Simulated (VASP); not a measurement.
# GaAs (zincblende): one PBEsol single-point calculation in two programs

```
Ga As
1.0
     0.00000    2.83309    2.83309
     2.83309    0.00000    2.83309
     2.83309    2.83309    0.00000
Ga As
1 1
Direct
  0.00000 0.00000 0.00000
  0.25000 0.25000 0.25000
```

Datasets and cutoffs are each program's own. VASP's cell holds 18 valence electrons and Ansatz's 28. Ansatz's stress includes a Pulay correction; VASP's doesn't.

Cutoffs: 520 eV in VASP, 420 eV in Ansatz. k meshes: 8×8×8 and 8×8×8.

```
                               VASP    Ansatz
gap between bands v and c   0.41 eV   0.39 eV
         least direct gap   0.41 eV   0.39 eV
                 pressure  -0.1 GPa  -0.3 GPa
```

Band v is the last that the valence electrons fill when counted band by band, and c is the next. Levels in eV from the top of v, Ansatz:

```tsv
point	v−1	v	c	c+1
Γ	0.00	0.00	0.39	3.70
X	-2.67	-2.67	1.37	1.58
W	-3.54	-3.35	4.56	4.63
K	-3.86	-2.25	1.88	4.56
L	-1.14	-1.14	0.91	4.59
```

VASP:

| point | v−1 | v | c | c+1 |
| --- | --- | --- | --- | --- |
| Γ | 0.00 | 0.00 | 0.41 | 3.69 |
| X | -2.68 | -2.68 | 1.36 | 1.57 |
| W | -3.54 | -3.35 | 4.56 | 4.62 |
| K | -3.87 | -2.26 | 1.87 | 4.56 |
| L | -1.14 | -1.14 | 0.91 | 4.58 |
